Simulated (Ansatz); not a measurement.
## armchair WS2 nanoribbon (N = 6, bare edges): bands under strain

What gap, if any, does the armchair WS2 nanoribbon (N = 6, bare edges) have, and how does it change under strain?

Calculated with Ansatz 0.2.0; DFT PBE, plane waves, PAW; relaxation of a wire's period, in the first sound run; inputs show where later runs differ.

### Step 1. Starting point

The cell holds 18 atoms: 6 W and 12 S. Cell: a = 14.950 Å, b = 10.140 Å, c = 5.508 Å, α = 90.0°, β = 90.0°, γ = 90.0°. Vacuum lies along a and b. The structure's axis is c.

### Step 2. The relaxed wire

Band widths follow the bond lengths, so the wire is relaxed first. The atoms and the third cell vector are free; the box across stays fixed as vacuum. Moments are seeded so that a magnetic state can form if it lies lower. A Fermi-Dirac smearing is set since the result may be a metal. The pressure printed is a third of the stress's trace over the whole box, vacuum included; only the stress along the axis is relaxed.

Contents of input.yaml:

```yaml
crystal:
  lattice:
    - [14.95, 0.0, 0.0]
    - [0.0, 10.14, 0.0]
    - [0.0, 0.0, 5.5079215681]
  atoms:
    - { symbol: W, position: [0.234113712, 0.5, 0.0], spin: 0.3 }
    - { symbol: W, position: [0.446822742, 0.5, 0.0] }
    - { symbol: W, position: [0.659531773, 0.5, 0.0] }
    - { symbol: S, position: [0.234113712, 0.654832347, 0.333333333] }
    - { symbol: S, position: [0.234113712, 0.345167653, 0.333333333] }
    - { symbol: S, position: [0.446822742, 0.654832347, 0.333333333] }
    - { symbol: S, position: [0.446822742, 0.345167653, 0.333333333] }
    - { symbol: S, position: [0.659531773, 0.654832347, 0.333333333] }
    - { symbol: S, position: [0.659531773, 0.345167653, 0.333333333] }
    - { symbol: W, position: [0.340468227, 0.5, 0.5] }
    - { symbol: W, position: [0.553177258, 0.5, 0.5] }
    - { symbol: W, position: [0.765886288, 0.5, 0.5], spin: 0.3 }
    - { symbol: S, position: [0.340468227, 0.654832347, 0.833333333] }
    - { symbol: S, position: [0.340468227, 0.345167653, 0.833333333] }
    - { symbol: S, position: [0.553177258, 0.654832347, 0.833333333] }
    - { symbol: S, position: [0.553177258, 0.345167653, 0.833333333] }
    - { symbol: S, position: [0.765886288, 0.654832347, 0.833333333] }
    - { symbol: S, position: [0.765886288, 0.345167653, 0.833333333] }
magnetization:
  spin_polarized: true
kpoints:
  mp_grid: { grid: [1, 1, 15] }
scf:
  occupations: { method: fermi_dirac, width: 0.05 }
hamiltonian:
  xc: pbe
relax:
  cell: { fix: [a, b, alpha, beta, gamma] }
  max_steps: 45
  f_tol: 0.03
```

The run is started by

```
ansatz run input.yaml --threads 4 --pin off --max-ram 16384MiB --backend cpu --events-out ev --progress --plain --runs-dir out
```

Numbers of over 12 decimals in the logs are rounded to 6 here.

The log of the run:

```text
Engine: ansatz 0.2.0, aarch64-unknown-linux-gnu
Pseudopotentials: kind: paw
Pseudopotential: W, paw, valence charge 14, recommended cutoff 420 eV (normal), W.paw.azcp
Pseudopotential: S, paw, valence charge 6, recommended cutoff 420 eV (normal), S.paw.azcp
Functional definition: PBE
  parameter kappa = 0.804
  parameter beta = 0.066725
  exchange = pbe_x(kappa = kappa, mu = beta*pi^2/3)
  correlation = pbe_c(beta = beta)
Crystal: 18 atoms, lattice volume = 834.962 Å³
Basis set: ecut = 420 eV, 16279 PW (Γ), exchange–correlation on 200×144×80 points (8 copies of the dense FFT grid, shifted against one another)
Bands: 97, of which v1, the nominal top of the filled ones, is band 78 counted from 1 (77 counted from 0)
Symmetry: 4 space group operations
Space group: Pmc21 (ITA 26), of the structure as read, at distance tolerance 9.4e-5 Å
Magnetic group: BNS 26.66 (UNI 164), of the structure as read, at distance tolerance 9.4e-5 Å
k-points: 8 of 15 (time reversal used)
Non-local potential: W, projectors of the file, l = 0: 3, l = 1: 2, l = 2: 2, l = 3: 1
Non-local potential: S, projectors of the file, l = 0: 2, l = 1: 2, l = 2: 2
PAW form: soft (Blöchl's): semilocal exchange-correlation on the pseudo side does not see the compensation charge
PAW one-centre angular grid: W, 590 points (default); XC on 64 Gauss nodes
PAW one-centre angular grid: S, 110 points (default); XC on 64 Gauss nodes
Initial density: superposition of atomic densities (neutral atoms: chi_scale 0, normalization atom)
Starting moments: Σ|m| = 0.6 μB on 2 of 18 sites
Initial wavefunctions: pseudopotential atomic-orbital guess
Functional: x = pbe(κ = 0.804, μ = 0.219515), c = pbe(β = 0.066725)
SCF iter   1: F=—  HF=-73143.855632 eV  |F-HF|=—  |Δ(HF+E_count)|=         —  Δρ=1.78e-2 (↑1.78e-2 ↓1.71e-2)  dr2=2.00e1  dr2_m=1.13e-2  M=0.025 μB ∫|m|=0.504 μB  β_m=0.30  ethr=3.10e-3  ⟨swp⟩=8.1  Hψ=6993  notcnv=0
Mixer restart at iter 1: flushing history
preconditioner: auto → Resta (q_TF=auto, 2.063 Å⁻¹)  ε∞=3.8  [insulator: Δε(μ)=0.260 eV  Ē_g=8.020 eV  σ=0.050 eV  W_gap=0.86  n_scr=116 (ndim 8)  ℏωp=13.4 eV  f_vac=0.508  D(μ)=0.54/eV (n_scr^D=0)  ε∞_Penn≈3.8  vacuum switching on, ρ_ref=4.7e-3 e/Å³]
spin=Collinear: Resta preconditioning applied to the charge; magnetization (m = ρ↑ − ρ↓) channel mixes plain (no charge-response kernel on spin).
SCF iter   2: F=—  HF=-73140.218881 eV  |F-HF|=—  |Δ(HF+E_count)|=    3.64e0  Δρ=1.03e-2 (↑1.03e-2 ↓1.02e-2)  dr2=5.48e0  dr2_m=5.00e-3  M=0.066 μB ∫|m|=0.479 μB  β_m=0.44  ethr=3.10e-3  ⟨swp⟩=3.0  Hψ=2801  notcnv=0  defer=82
SCF iter   3: F=—  HF=-73138.934538 eV  |F-HF|=—  |Δ(HF+E_count)|=    1.28e0  Δρ=4.33e-3 (↑4.08e-3 ↓4.33e-3)  dr2=6.49e-1  dr2_m=1.20e-3  M=0.131 μB ∫|m|=0.421 μB  β_m=0.60  ethr=3.10e-3  ⟨swp⟩=2.4  Hψ=2418  notcnv=0  defer=83
SCF iter   4: F=—  HF=-73139.052622 eV  |F-HF|=—  |Δ(HF+E_count)|=   1.18e-1  Δρ=1.48e-3 (↑1.48e-3 ↓1.38e-3)  dr2=1.83e-1  dr2_m=4.17e-4  M=0.106 μB ∫|m|=0.359 μB  β_m=0.58  ethr=4.16e-4  ⟨swp⟩=3.1  Hψ=2825  notcnv=0  defer=77
SCF iter   5: F=—  HF=-73139.044028 eV  |F-HF|=—  |Δ(HF+E_count)|=         —  Δρ=9.20e-4 (↑8.00e-4 ↓9.20e-4)  dr2=4.89e-2  dr2_m=9.59e-4  M=0.083 μB ∫|m|=0.260 μB  β_m=0.58  ethr=1.17e-4  ⟨swp⟩=2.0  Hψ=2441  notcnv=0  defer=77
SCF iter   6: F=—  HF=-73139.043474 eV  |F-HF|=—  |Δ(HF+E_count)|=   5.54e-4  Δρ=4.35e-4 (↑4.35e-4 ↓3.47e-4)  dr2=1.48e-2  dr2_m=3.52e-4  M=0.068 μB ∫|m|=0.216 μB  β_m=0.54  ethr=3.13e-5  ⟨swp⟩=2.0  Hψ=2323  notcnv=0  defer=77
SCF iter   7: F=—  HF=-73139.043382 eV  |F-HF|=—  |Δ(HF+E_count)|=   9.23e-5  Δρ=2.60e-4 (↑2.43e-4 ↓2.60e-4)  dr2=1.80e-3  dr2_m=2.39e-4  M=0.063 μB ∫|m|=0.197 μB  β_m=0.73  ethr=9.46e-6  ⟨swp⟩=2.0  Hψ=2073  notcnv=0  defer=77
SCF iter   8: F=—  HF=-73139.044359 eV  |F-HF|=—  |Δ(HF+E_count)|=   9.77e-4  Δρ=2.08e-4 (↑2.06e-4 ↓2.08e-4)  dr2=3.11e-3  dr2_m=8.71e-5  M=0.051 μB ∫|m|=0.151 μB  β_m=0.55  ethr=1.16e-6  ⟨swp⟩=2.0  Hψ=2317  notcnv=0  defer=77
SCF iter   9: F=—  HF=-73139.044104 eV  |F-HF|=—  |Δ(HF+E_count)|=   2.54e-4  Δρ=1.01e-4 (↑1.01e-4 ↓6.87e-5)  dr2=5.45e-5  dr2_m=4.85e-5  M=0.044 μB ∫|m|=0.131 μB  β_m=0.72  ethr=1.16e-6  ⟨swp⟩=2.0  Hψ=2148  notcnv=0  defer=77
SCF iter  10: F=—  HF=-73139.044226 eV  |F-HF|=—  |Δ(HF+E_count)|=   1.22e-4  Δρ=6.27e-5 (↑5.14e-5 ↓6.27e-5)  dr2=9.93e-6  dr2_m=2.42e-5  M=0.034 μB ∫|m|=0.098 μB  β_m=0.86  ethr=3.50e-8  ⟨swp⟩=2.5  Hψ=2993  notcnv=0  defer=77
SCF iter  11: F=—  HF=-73139.044316 eV  |F-HF|=—  |Δ(HF+E_count)|=   8.96e-5  Δρ=4.12e-5 (↑4.12e-5 ↓3.37e-5)  dr2=4.02e-6  dr2_m=1.03e-5  M=0.023 μB ∫|m|=0.066 μB  β_m=0.93  ethr=6.37e-9  ⟨swp⟩=3.0  Hψ=3455  notcnv=0  defer=77
SCF iter  12: F=—  HF=-73139.044381 eV  |F-HF|=—  |Δ(HF+E_count)|=   6.53e-5  Δρ=1.87e-5 (↑1.87e-5 ↓1.61e-5)  dr2=1.18e-5  dr2_m=1.17e-6  M=0.008 μB ∫|m|=0.022 μB  β_m=0.82  ethr=2.58e-9  ⟨swp⟩=4.0  Hψ=4185  notcnv=0  defer=77
SCF iter  13: F=—  HF=-73139.044386 eV  |F-HF|=—  |Δ(HF+E_count)|=   4.96e-6  Δρ=9.49e-6 (↑9.49e-6 ↓8.67e-6)  dr2=2.50e-6  dr2_m=3.91e-7  M=0.004 μB ∫|m|=0.012 μB  β_m=0.81  ethr=2.58e-9  ⟨swp⟩=3.0  Hψ=2908  notcnv=0  defer=77
SCF iter  14: F=—  HF=-73139.044389 eV  |F-HF|=—  |Δ(HF+E_count)|=   2.46e-6  Δρ=4.06e-6 (↑4.06e-6 ↓3.47e-6)  dr2=2.43e-7  dr2_m=8.26e-8  M=0.002 μB ∫|m|=0.005 μB  β_m=0.90  ethr=1.60e-9  ⟨swp⟩=3.0  Hψ=2865  notcnv=0  defer=77
SCF iter  15: F=—  HF=-73139.044389 eV  |F-HF|=—  |Δ(HF+E_count)|=   5.83e-7  Δρ=2.08e-6 (↑1.85e-6 ↓2.08e-6)  dr2=2.66e-7  dr2_m=1.57e-8  M=0.001 μB ∫|m|=0.002 μB  β_m=0.77  ethr=1.56e-10  ⟨swp⟩=3.0  Hψ=3205  notcnv=0  defer=77
SCF iter  16: F=—  HF=-73139.044389 eV  |F-HF|=—  |Δ(HF+E_count)|=   3.67e-8  Δρ=1.35e-6 (↑1.35e-6 ↓8.18e-7)  dr2=5.04e-8  dr2_m=6.64e-9  M=0.000 μB ∫|m|=0.001 μB  β_m=0.82  ethr=1.56e-10  ⟨swp⟩=2.1  Hψ=2749  notcnv=0  defer=77
SCF iter  17: F=—  HF=-73139.044389 eV  |F-HF|=—  |Δ(HF+E_count)|=   2.69e-8  Δρ=6.53e-7 (↑4.98e-7 ↓6.53e-7)  dr2=1.11e-8  dr2_m=1.71e-9  M=0.000 μB ∫|m|=0.000 μB  β_m=0.79  ethr=3.23e-11  ⟨swp⟩=2.2  Hψ=2768  notcnv=0  defer=77
SCF iter  18: F=—  HF=-73139.044389 eV  |F-HF|=—  |Δ(HF+E_count)|=   5.12e-9  Δρ=5.26e-7 (↑5.26e-7 ↓4.30e-7)  dr2=1.36e-8  dr2_m=7.52e-10  M=0.000 μB ∫|m|=0.000 μB  β_m=0.67  ethr=7.10e-12  ⟨swp⟩=2.1  Hψ=2740  notcnv=0  defer=77
SCF iter  19: F=—  HF=-73139.044389 eV  |F-HF|=—  |Δ(HF+E_count)|=  5.82e-10  Δρ=3.33e-7 (↑3.33e-7 ↓2.72e-7)  dr2=6.03e-9  dr2_m=3.18e-10  M=0.000 μB ∫|m|=0.000 μB  β_m=0.68  ethr=7.10e-12  ⟨swp⟩=1.9  Hψ=3622  notcnv=0
[...]
preconditioner: auto → Resta (q_TF=auto, 2.066 Å⁻¹)  ε∞=4.1  [insulator: Δε(μ)=0.341 eV  Ē_g=7.582 eV  σ=0.050 eV  W_gap=0.93  n_scr=116 (ndim 8)  ℏωp=13.4 eV  f_vac=0.527  D(μ)=0.59/eV (n_scr^D=0)  ε∞_Penn≈4.1  vacuum switching on, ρ_ref=4.2e-3 e/Å³]
spin=Collinear: Resta preconditioning applied to the charge; magnetization (m = ρ↑ − ρ↓) channel mixes plain (no charge-response kernel on spin).
SCF iter   2: F=—  HF=-73140.314292 eV  |F-HF|=—  |Δ(HF+E_count)|=   3.62e-4  Δρ=2.13e-6 (↑2.13e-6 ↓2.13e-6)  dr2=4.68e-8  dr2_m=6.54e-12  M=-0.000 μB ∫|m|=0.000 μB  β_m=0.58  ethr=1.09e-10  ⟨swp⟩=4.1  Hψ=4468  notcnv=0
SCF iter   3: F=—  HF=-73140.314292 eV  |F-HF|=—  |Δ(HF+E_count)|=   1.16e-8  Δρ=1.06e-6 (↑1.06e-6 ↓1.05e-6)  dr2=2.15e-8  dr2_m=3.42e-12  M=-0.000 μB ∫|m|=0.000 μB  β_m=0.59  ethr=3.00e-11  ⟨swp⟩=2.0  Hψ=2226  notcnv=0
SCF iter   4: F=—  HF=-73140.314292 eV  |F-HF|=—  |Δ(HF+E_count)|=   3.00e-9  Δρ=2.63e-7 (↑2.48e-7 ↓2.63e-7)  dr2=3.50e-9  dr2_m=1.45e-12  M=-0.000 μB ∫|m|=0.000 μB  β_m=0.64  ethr=1.38e-11  ⟨swp⟩=2.0  Hψ=2038  notcnv=0
SCF iter   5: F=—  HF=-73140.314292 eV  |F-HF|=—  |Δ(HF+E_count)|=   1.34e-9  Δρ=1.13e-7 (↑1.05e-7 ↓1.13e-7)  dr2=4.72e-10  dr2_m=6.84e-13  M=-0.000 μB ∫|m|=0.000 μB  β_m=0.80  ethr=2.25e-12  ⟨swp⟩=2.0  Hψ=2329  notcnv=0
SCF iter   6: F=—  HF=-73140.314292 eV  |F-HF|=—  |Δ(HF+E_count)|=  1.46e-11  Δρ=5.02e-8 (↑5.02e-8 ↓4.83e-8)  dr2=3.06e-10  dr2_m=1.57e-13  M=-0.000 μB ∫|m|=0.000 μB  β_m=0.72  ethr=1.00e-12  ⟨swp⟩=2.0  Hψ=2095  notcnv=0
SCF iter   7: F=—  HF=-73140.314292 eV  |F-HF|=—  |Δ(HF+E_count)|=    0.00e0  Δρ=4.77e-8 (↑4.77e-8 ↓4.46e-8)  dr2=3.09e-10  dr2_m=5.85e-14  M=-0.000 μB ∫|m|=0.000 μB  β_m=0.67  ethr=1.00e-12  ⟨swp⟩=1.0  Hψ=1552  notcnv=0
SCF iter   8: F=-73140.314292 eV  HF=-73140.314292 eV  |F-HF|=1.16e-10  |Δ(HF+E_count)|=  2.91e-11  Δρ=3.24e-8 (↑3.24e-8 ↓2.98e-8)  dr2=1.34e-10  dr2_m=2.63e-14  M=-0.000 μB ∫|m|=0.000 μB  ethr=1.00e-12  ⟨swp⟩=3.0  Hψ=4748  notcnv=0
the starting moments were not kept: the SCF closed with an absolute magnetisation of 1.1e-6 μB, where they sum to 0.6 μB in size (2 sites). That is at most 0.1 of that sum. Measured as dr2_m measures the in/out step, that magnetisation stands 4.4e-14 eV from none, at or under the dr2_threshold of 1.8e-10 eV: it is no larger than a step whose dr2_m would equal this threshold.
SCF 8 converged in 8 iterations: F = -73140.314292 eV  dr2 = 1.34e-10
relax step   8: F+E_penalty+E_count = -73140.31429210 eV  Δ(F+E_penalty+E_count) = +4.891e-4 eV  max|allowed force component| = 6.885e-3 eV/Å  Δτ_max = 0.0000 Å  P = +0.008 GPa  Ω = 827.016 Å³  fix = [a, b, alpha, beta, gamma]  reactions: a -0.017, b +0.045 GPa  stress off target by 3.45e-3 GPa on what of the cell is left free  SCF on the basis re-selected at this cell (its energy is not comparable with the rows above)  (8 SCF iters)
basis re-selected at this cell: Δ(F+E_penalty+E_count) = +4.891e-4 eV, ΔP = +0.000 GPa vs the last step (what re-selecting the basis moved, of the pressure what is left beyond the Pulay correction that the steps carried, after the strain that the cell walked since its last selection, with what the two solves' SCF thresholds leave and, on support functions, any second-order correction that the steps lacked; it is no m [...]
SCF converged after 8 iterations
Magnetization: -0.0000 μB (78.0000 up, 78.0000 down)
Absolute magnetization: 0.0000 μB (∫|ρ↑−ρ↓|, with the PAW one-centre terms)
Spin contamination: 0.0000 ħ² per cell (⟨S²⟩ above its minimum at these occupations)
Per-site moments (μB) at R_I (Å): [(-1.1768670123380684e-7, 0.942737), (2.3888718100780284e-8, 0.997032), (8.789773433220824e-8, 0.979810), (1.7481336585468254e-8, 0.942737), (1.7481336634430074e-8, 0.942737), (-6.414728820085098e-9, 0.997032), (-6.414728777183034e-9, 0.997032), (-5.016300154156402e-10, 0.979810), (-5.016300120270834e-10, 0.979810), (8.78977343849237e-8, 0.979810), (2.3888718108015623e-8, 0.997032), (-1.1768670129682327e-7, 0.942737), (-5.016299963944464e-10, 0.979810), (-5.016299923367644e-10, 0.979810), (-6.41472879807568e-9, 0.997032), (-6.414728817188981e-9, 0.997032), (1.7481336592124828e-8, 0.942737), (1.7481336622945958e-8, 0.942737)]
Free energy (F): -73140.314292 eV
Harris-Foulkes:  -73140.314292 eV  (|F-HF|=1.16e-10)
Internal energy: -73140.306497 eV  (E = F + TS)
E sigma→0 (E₀):  -73140.310394 eV
Entropy (-TS):   -0.007795 eV (-0.433 meV/atom)
Fermi energy:    1.342408 eV
--- Per-component energies (eV) ---
  E_band       = -2683.319812
  E_kinetic    = 3979.447431
  E_local      = -40994.713988  (includes V_loc(G=0)·N_el)
  E_nonlocal   = 347.067664
  E_hartree    = 18634.492304
  E_xc         = -2761.184678
  E_vxc        = -2473.853337  (∫ρ·V_xc dr)
  E_paw        = -58578.710865  (= ΣΔE_a)
  E_vpaw       = -810.252414  (= ΣTr[D̂ρ^β])
  E_aug_tail   = -0.000348  (compensation charges beyond the density's cutoff)
  E_ewald      = 6233.295982
  E_smearing   = -0.007795  (= −TS)
  E_closure    = 0.000000  (closes the sum)
  Σ components = -73140.314292   (vs F -73140.314292, Δ=0.00e0)
--- Forces (eV/Å), atoms counted from 1 ---
  atom   1  W      0.00090812     0.00000000     0.00276151
  atom   2  W     -0.00563960     0.00000000     0.00187765
  atom   3  W      0.00247133     0.00000000    -0.00688572
  atom   4  S      0.00160022    -0.00019799    -0.00154833
  atom   5  S      0.00160022     0.00019799    -0.00154833
  atom   6  S      0.00054885     0.00280062     0.00234230
  atom   7  S      0.00054885    -0.00280062     0.00234230
  atom   8  S     -0.00281520    -0.00086536     0.00032819
  atom   9  S     -0.00281520     0.00086536     0.00032819
  atom  10  W     -0.00247133     0.00000000    -0.00688572
  atom  11  W      0.00563960     0.00000000     0.00187765
  atom  12  W     -0.00090812     0.00000000     0.00276151
  atom  13  S      0.00281520    -0.00086536     0.00032819
  atom  14  S      0.00281520     0.00086536     0.00032819
  atom  15  S     -0.00054885     0.00280062     0.00234230
  atom  16  S     -0.00054885    -0.00280062     0.00234230
  atom  17  S     -0.00160022    -0.00019799    -0.00154833
  atom  18  S     -0.00160022     0.00019799    -0.00154833
  max |Σ_I F_I| component: 4.47e-6 eV/Å
--- Stress (GPa, compression-positive) ---
       -0.016756       0.000000       0.000000
        0.000000       0.044801       0.000000
        0.000000       0.000000      -0.003446
  P = ⅓ Tr σ = 0.0082 GPa (0.082 kbar)
--- Relaxed structure (7 steps of the walk, 7 accepted, 1 SCFs on fresh bases) ---
  F+E_penalty+E_count = -73140.31429210 eV   max|allowed force component| = 6.885e-3 eV/Å   (the final SCF, on the basis selected at the relaxed cell)
  cell:  # Å, volume = 827.0155 Å³
    - [14.95, 0.0, 0.0]
    - [0.0, 10.14, 0.0]
    - [0.0, 0.0, 5.455499]
  atoms:
    - { symbol: W, position: [0.251244, 0.5, 0.029915] }
    - { symbol: W, position: [0.446070, 0.5, -0.00677356] }
    - { symbol: W, position: [0.667320, 0.5, 0.011526] }
    - { symbol: S, position: [0.225829, 0.656745, 0.322773] }
    - { symbol: S, position: [0.225829, 0.343255, 0.322773] }
    - { symbol: S, position: [0.443296, 0.651729, 0.334843] }
    - { symbol: S, position: [0.443296, 0.348271, 0.334843] }
    - { symbol: S, position: [0.657543, 0.661900, 0.325051] }
    - { symbol: S, position: [0.657543, 0.338100, 0.325051] }
    - { symbol: W, position: [0.332680, 0.5, 0.511526] }
    - { symbol: W, position: [0.553930, 0.5, 0.493226] }
    - { symbol: W, position: [0.748756, 0.5, 0.529915] }
    - { symbol: S, position: [0.342457, 0.661900, 0.825051] }
    - { symbol: S, position: [0.342457, 0.338100, 0.825051] }
    - { symbol: S, position: [0.556704, 0.651729, 0.834843] }
    - { symbol: S, position: [0.556704, 0.348271, 0.834843] }
    - { symbol: S, position: [0.774171, 0.656745, 0.822773] }
    - { symbol: S, position: [0.774171, 0.343255, 0.822773] }
```

It took 7.1 min on 4 threads of Arm Neoverse V1, shared host; peak memory 2.4 GiB; 27 min of CPU time.

Step by step:

```csv
step,energy less that of the first step (eV),largest force component (eV/Å),pressure (GPa),volume (Å³)
1,0.0000,2.3612,-1.32,834.96
2,-1.0175,0.6413,0.22,826.32
3,-1.2417,0.2576,0.22,826.54
4,-1.2636,0.1467,0.05,826.76
5,-1.2695,0.0810,0.00,827.01
6,-1.2699,0.0532,0.04,826.33
7,-1.2704,0.0069,0.01,827.02
8*,-1.2699,0.0069,0.01,827.02
```

Relaxation steps marked * repeat the geometry before them on a plane-wave basis chosen anew for their cell, so energy and pressure can jump there.

The run keeps the 4 symmetry operations that it works with, so distortions that break them were not tested.

```csv
cell as run,before,after,change
c (Å),5.508,5.455,-1.0 %
```

The atoms that moved most (Å, along periodic axes as changes of fractional coordinates times the final cell, across vacuum about the mean position):

```csv
atom,dx,dy,dz,length
W12,-0.256,0.000,0.163,0.304
W1,0.256,0.000,0.163,0.304
S5,-0.124,-0.019,-0.058,0.138
S4,-0.124,0.019,-0.058,0.138
S18,0.124,-0.019,-0.058,0.138
S17,0.124,0.019,-0.058,0.138
W10,-0.116,0.000,0.063,0.132
W3,0.116,0.000,0.063,0.132
```

This step gave:

```
energy at zero smearing    : -73140.3104 eV
cell length along the wire : 5.455 Å
```

The cell's length comes to 5.455 Å with no moment.

(Continued in part 2 of 3.)

[Logs are printed without paths, hosts, clocks, repeated set-up lines and the standing remarks that a program may print on its own settings, such as how far it seeks lower states.]

[Hosts, paths, dates, database ids (printed as entryN), source tags and the programs' standing remarks are cut or masked in the printed files.]
